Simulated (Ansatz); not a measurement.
The cell is BaO (started from an entry of an open crystallographic database); cell and atoms were relaxed with r2SCAN. Space group Fm-3m (No. 225), cubic; conventional cell a = 5.544 Å, 21.30 Å³ an atom. Ba has 6 O at 2.77 Å; O has 6 Ba at 2.77 Å.

```cif
data_structure
_symmetry_space_group_name_H-M 'Fm-3m'
_symmetry_Int_Tables_number 225
_cell_length_a 5.5439
_cell_length_b 5.5439
_cell_length_c 5.5439
_cell_angle_alpha 90.000
_cell_angle_beta 90.000
_cell_angle_gamma 90.000
_cell_volume 170.39
loop_
_atom_site_label
_atom_site_type_symbol
_atom_site_symmetry_multiplicity
_atom_site_Wyckoff_symbol
_atom_site_fract_x
_atom_site_fract_y
_atom_site_fract_z
_atom_site_occupancy
Ba1 Ba 4 a 0.00000 0.00000 0.00000 1
O1 O 4 b 0.50000 0.00000 0.00000 1
```

4 runs of Ansatz on this cell differ in the functional (and in the settings that go with it). Levels are in eV from each run's valence top; v1 is the last filled band, c1 the first empty one.

Run A, mean stress -0.5 GPa (compression positive):
```
point     v2     v1    c1    c2
    Γ  -0.49  -0.49  4.92  6.17
    X  -0.24   0.00  3.32  7.51
    U  -0.82  -0.16  4.75  7.93
```

Run B, mean stress -0.4 GPa (compression positive):
```
point     v2     v1    c1    c2
    Γ  -0.48  -0.48  4.90  6.00
    X  -0.24   0.00  3.12  7.43
    U  -0.80  -0.15  4.55  7.68
```

Run C, mean stress 0.0 GPa (compression positive):
```
point     v2     v1    c1    c2
    Γ  -0.47  -0.47  4.18  5.18
    X  -0.23   0.00  2.38  6.61
    U  -0.78  -0.15  3.77  6.82
```

Run D, mean stress -1.0 GPa (compression positive):
```
point     v2     v1    c1    c2
    Γ  -0.50  -0.50  5.99  7.23
    X  -0.24   0.00  4.27  8.67
    U  -0.84  -0.16  5.73  8.97
```

**Question.** Match the runs to r2SCAN, r2SCANh, HSE06, r2SCAN0.

**Answer.** A is HSE06, B is r2SCANh, C is r2SCAN, D is r2SCAN0. In order of the gap: r2SCAN 2.38, r2SCANh 3.12, HSE06 3.32, r2SCAN0 4.27 eV. The stress vanishes for r2SCAN, which relaxed the cell.

Calculated for a static, non-magnetic cell.

Spin-orbit coupling is left out.

The stress of a hybrid is loosely converged in these runs.

The meshes of the hybrids are coarse, so their gaps aren't converged to the digits shown.
